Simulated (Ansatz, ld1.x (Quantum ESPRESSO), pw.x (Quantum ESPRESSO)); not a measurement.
**Equation-of-state test of one TM potential (Sc (Z = 21))**

Sc (Z = 21), norm-conserving Troullier–Martins (Kleinman–Bylander form), made with ld1.x (Quantum ESPRESSO) 7.5 (PBE, scalar-relativistic). Core [Ar], reference 3d1 4s2 4p0. Waves: 4s (bound): rc 3.20 bohr; 3d (bound): rc 1.80 bohr; 4p (bound, empty): rc 3.05 bohr. Local part: the p channel. Core correction: a·sin(br)/r model core inside 1.10 bohr.

Crystal test: fcc Sc in pw.x 7.5, no spin, 12³ k-points, Fermi–Dirac smearing 0.01 Ry, cutoffs 85/340 Ry. The reference is all-electron LAPW (Ansatz 0.2.0) with the same functional, mesh and smearing; V0 and B0 come from Birch–Murnaghan fits to the pressures at five volumes. Errors are pseudo minus all-electron; Δ is the rms difference of the E(V) curves that follow from these fits, minima aligned, over ±6 % about the mean V0. Mesh and smearing are coarse, so the numbers serve the comparison and aren't converged zero-temperature values; the lattice is a test structure that the element need not adopt.

All-electron: a0 = 4.633 Å (V0 = 24.86 Å³/atom), B0 = 50.8 GPa.

Problem. How far does the potential miss the all-electron equation of state?

Solution. mean pressure error (GPa): +23.48. The pressure does not cross zero within the volumes sampled, so no fit is given. This is a poor potential for the solid. Note: ghost state, extra bound levels that the all-electron valence spectrum of the same l lacks: s at -16.3 eV. A true bound ghost makes a file unfit for plane-wave use. Atomic configuration tests: 4 of 7 tests not solved or not reliable.

```
V (Å³/atom)  P all-electron (GPa)  P pseudo (GPa)
     23.612                  2.83           27.79
     24.234                  1.35           25.52
     24.855                  0.01           23.44
     25.476                 -1.19           21.56
     26.098                 -2.28           19.83
```

Problem. At the middle volume, how do free energy and pressure move when the wave cutoff is lowered (ecutrho kept at four times it)?

Solution.

```
cutoff (Ry)  shift of F (meV/atom)  shift of P (GPa)
         38                  +53.2             -0.42
         51                   +4.6             -0.08
         68                   +0.3             +0.03
```

The run at the middle volume (72 k-points, 13 iterations) took about 25 s on one core of a shared host (Neoverse-V1, 32 threads, 247 GiB, load 11).
